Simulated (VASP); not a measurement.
# A VASP 6.6.1 single-point calculation on HfO2

INCAR

```
LREAL = .FALSE.
GGA = PE
EDIFF = 1E-7
NBANDS = 18
ISIF = 2
LASPH = .TRUE.
NSW = 0
LCHARG = .FALSE.
ENCUT = 520
LWAVE = .FALSE.
NELM = 120
ISMEAR = -1
PREC = Accurate
NELECT = 21.5
SIGMA = 0.02
IBRION = -1
```

KPOINTS

```
KPOINTS created by Atomic Simulation Environment
0
Gamma
8 8 8
0 0 0
```

POSCAR

```
Hf O
 1.0000000000000000
     0.0000000000000000    2.5291823192910270    2.5291823192910270
     2.5291823192910270   -0.0000000000000000    2.5291823192910270
     2.5291823192910270    2.5291823192910270    0.0000000000000000
 Hf  O
   1   2
Cartesian
  0.0000000000000000 -0.0000000000000000  0.0000000000000000
  1.2645911596455135  1.2645911596455135  1.2645911596455135
  3.7937734789365405  3.7937734789365405  3.7937734789365405
```

The recommended PBE PAW datasets give the neutral cell 22 valence electrons.

Command

```
mpirun -np 1 vasp_std
```

How does this run end, and what does it give?

It converged. Results: pressure -18.1 GPa.

OSZICAR

```
N       E                     dE             d eps       ncg     rms          rms(c)
DAV:   1     0.796908571487E+02    0.79691E+02   -0.11709E+04  1044   0.113E+03
DAV:   2    -0.325182177766E+02   -0.11221E+03   -0.11004E+03  1334   0.279E+02
DAV:   3    -0.361997499154E+02   -0.36815E+01   -0.35971E+01  1198   0.432E+01
DAV:   4    -0.362219504050E+02   -0.22200E-01   -0.22194E-01  1260   0.379E+00
DAV:   5    -0.362220907336E+02   -0.14033E-03   -0.14033E-03  1172   0.281E-01    0.476E+01
DAV:   6    -0.322203558080E+02    0.40017E+01   -0.12298E+01  1068   0.262E+01    0.394E+01
DAV:   7    -0.321342641046E+02    0.86092E-01   -0.53443E-01  1220   0.586E+00    0.253E+01
DAV:   8    -0.321238773740E+02    0.10387E-01   -0.16932E-01  1150   0.375E+00    0.598E+00
DAV:   9    -0.321124433691E+02    0.11434E-01   -0.38074E-02  1130   0.157E+00    0.205E+00
DAV:  10    -0.321124708954E+02   -0.27526E-04   -0.30257E-03  1172   0.421E-01    0.128E-01
DAV:  11    -0.321124696954E+02    0.12000E-05   -0.15950E-04  1210   0.104E-01    0.189E-01
DAV:  12    -0.321124764834E+02   -0.67880E-05   -0.38509E-05  1144   0.424E-02    0.764E-02
DAV:  13    -0.321124778107E+02   -0.13273E-05   -0.17648E-06  1180   0.108E-02    0.126E-02
DAV:  14    -0.321124780688E+02   -0.25810E-06   -0.15794E-07  1088   0.301E-03    0.307E-03
DAV:  15    -0.321124780527E+02    0.16076E-07   -0.19080E-08   802   0.103E-03
   1 F= -.32112478E+02 E0= -.32111451E+02  d E =-.205506E-02
```

The cell is charged and sits in a uniform background.

For comparison, a separate PBE run of the intended cell, on usual settings and not on those above, gives a gap of 3.82 eV on its mesh and a pressure of 2.1 GPa.
